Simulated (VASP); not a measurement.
# TiO₂, deformation potentials: which settings are enough?

TiO₂, P4_2/mnm (no. 136), 6 atoms in the cell. PBE, strained cells; PAW potentials Ti_sv, O (PBE set). VASP 6.6.1.

Wanted: gap against ln V within 0.1 eV.

The series start from Relative volume step: 0.02; Cutoff (eV): 500; k-point spacing (1/Å): 0.3. Each series keeps the choices made before it, and each single choice may use up half of a tolerance. Times cover all steps of a run.

## Relative volume step

| Relative volume step | Gap against ln V (eV) | Time (s) |
|---|---|---|
| 0.06 | -0.81 | 350 |
| 0.02 | -0.81 | 301 |
| 0.01 (reference) | -0.83 | 316 |

Chosen: 0.06, the loosest value from which every tighter one stays within half of the tolerance.

## Cutoff (eV)

| Cutoff (eV) | Gap against ln V (eV) | Time (s) |
|---|---|---|
| 300 | -0.77 | 265 |
| 500 | -0.81 | 350 |
| 640 (reference) | -0.81 | 358 |

Chosen: 300.

## k-point spacing (1/Å)

| k-point spacing (1/Å) | Gap against ln V (eV) | Time (s) |
|---|---|---|
| 0.7 | -0.67 | 220 |
| 0.3 | -0.77 | 265 |
| 0.2 (reference) | -0.77 | 311 |

Chosen: 0.3.

## All choices together

| Input | Gap against ln V (eV) | Time (s) |
|---|---|---|
| quick settings (naive) | -1.39 | 198 |
| chosen settings | -0.77 | 265 |
| reference settings throughout | -0.83 | 431 |

The tolerance is met.

## The input

INCAR.step1:
```
  PREC = Accurate
  ENCUT = 600
  EDIFF = 1E-7
  ISMEAR = 0
  SIGMA = 0.05
  ALGO = Normal
  LREAL = F
  LASPH = T
  NELM = 100
  LWAVE = F
  LCHARG = F
  IBRION = 2
  NSW = 30
  ISIF = 3
  EDIFFG = -0.005
  KPAR = 4
```

INCAR.step2, as INCAR.step1 but for:
```
- ENCUT = 600
- EDIFF = 1E-7
- NSW = 30
- ISIF = 3
+ ENCUT = 300
+ EDIFF = 1E-6
+ NSW = 15
```

KPOINTS.step1:
```
k-points
0
Gamma
  5 5 8
```

KPOINTS.step2:
```
Automatic mesh
0
Gamma
  5 5 8
  0 0 0
```

POSCAR.step1:
```
TiO2
1.0
    4.5998373200      0.0000000000      0.0000000000
    0.0000000000      4.5998373200      0.0000000000
    0.0000000000      0.0000000000      2.9592135600
Ti O
2 4
Direct
    0.0000000000      0.0000000000      0.5000000000
    0.5000000000      0.5000000000      0.0000000000
    0.3043213200      0.3043213200      0.5000000000
    0.1956786800      0.8043213200      0.0000000000
    0.8043213200      0.1956786800      0.0000000000
    0.6956786800      0.6956786800      0.5000000000
```

POSCAR.step2:
```
TiO2
1.0
    4.6446526228      0.0000000000      0.0000000000
    0.0000000000      4.6446526228      0.0000000000
    0.0000000000      0.0000000000      2.9671419288
Ti O
2 4
Direct
    0.0000000000      0.0000000000      0.5000000000
    0.5000000000      0.5000000000      0.0000000000
    0.3050066520      0.3050066520      0.5000000000
    0.1949933480      0.8050066520      0.0000000000
    0.8050066520      0.1949933480      0.0000000000
    0.6949933480      0.6949933480      0.5000000000
```

POSCAR.step3:
```
TiO2
1.0
    4.7357473699      0.0000000000      0.0000000000
    0.0000000000      4.7357473699      0.0000000000
    0.0000000000      0.0000000000      3.0253359566
Ti O
2 4
Direct
    0.0000000000      0.0000000000      0.5000000000
    0.5000000000      0.5000000000      0.0000000000
    0.3050066520      0.3050066520      0.5000000000
    0.1949933480      0.8050066520      0.0000000000
    0.8050066520      0.1949933480      0.0000000000
    0.6949933480      0.6949933480      0.5000000000
```

POSCAR.step4:
```
TiO2
1.0
    4.5498371891      0.0000000000      0.0000000000
    0.0000000000      4.5498371891      0.0000000000
    0.0000000000      0.0000000000      2.9065710160
Ti O
2 4
Direct
    0.0000000000      0.0000000000      0.5000000000
    0.5000000000      0.5000000000      0.0000000000
    0.3050066520      0.3050066520      0.5000000000
    0.1949933480      0.8050066520      0.0000000000
    0.8050066520      0.1949933480      0.0000000000
    0.6949933480      0.6949933480      0.5000000000
```

Commands (each step's output is kept before the next begins):
```
cat potpaw_PBE.64/Ti_sv/POTCAR potpaw_PBE.64/O/POTCAR > POTCAR
cp INCAR.step1 INCAR
cp KPOINTS.step1 KPOINTS
cp POSCAR.step1 POSCAR
mpirun -np 4 vasp_std > vasp.out
rm WAVECAR CHG
cp INCAR.step2 INCAR
cp KPOINTS.step2 KPOINTS
cp POSCAR.step2 POSCAR
mpirun -np 4 vasp_std > vasp.out
rm WAVECAR CHG
cp POSCAR.step3 POSCAR
mpirun -np 4 vasp_std > vasp.out
rm WAVECAR CHG
cp POSCAR.step4 POSCAR
mpirun -np 4 vasp_std > vasp.out
```

The chosen input took VASP 6.6.1 265 s on 4 cores (Intel Xeon Platinum 8175M @ 2.50GHz (Skylake/Cascade Lake)), a shared host.
